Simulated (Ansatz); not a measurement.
Computed with DFT PBE, scalar-relativistic, plane waves, PAW (Ansatz). All cells share a 420 eV cutoff and Γ-centred k meshes spaced at most about 0.3 Å⁻¹ (2π included). No spin polarisation in the final relaxations.

Temperature and zero-point effects are left out.

Two forms of NaCl were relaxed alike.

A. Space group Cmmm (No. 65), orthorhombic, a = 3.985 Å, b = 7.290 Å, c = 3.747 Å. Around Na lie 4 Cl at 2.73 Å; Cl is surrounded by 4 Na at 2.73 Å.

B. Space group Fm-3m (No. 225), cubic, a = 5.696 Å. Na has 6 Cl at 2.85 Å; Cl has 6 Na at 2.85 Å.

Question: Which would you expect to be lower, and how large is the difference?

Answer: B is lower, by 133 meV/atom. A has space group Cmmm (No. 65), 27.2 Å³/atom and a gap of 4.15 eV on its mesh; B has the rock salt type, space group Fm-3m (No. 225), 23.1 Å³/atom and a gap of 5.00 eV. Counting Cl atoms around Na (those within 1.25 times the shortest such distance or 1.15 times the sum of covalent radii, 1.27 where that leaves under three), A has Na 4 and B has Na 6. The denser one is the lower, and pressure would at first widen the difference. Both come from invented guesses. The part of the Crystallography Open Database at hand lists NaCl in space groups No. 221, 225; sharing a group (Fm-3m) doesn't make a cell the listed structure.

Kohn–Sham gaps at this level usually fall short of measured ones. Cells relaxed within their symmetry can be saddle points. The Fm-3m cell of NaCl came from shaking the Cmmm one.
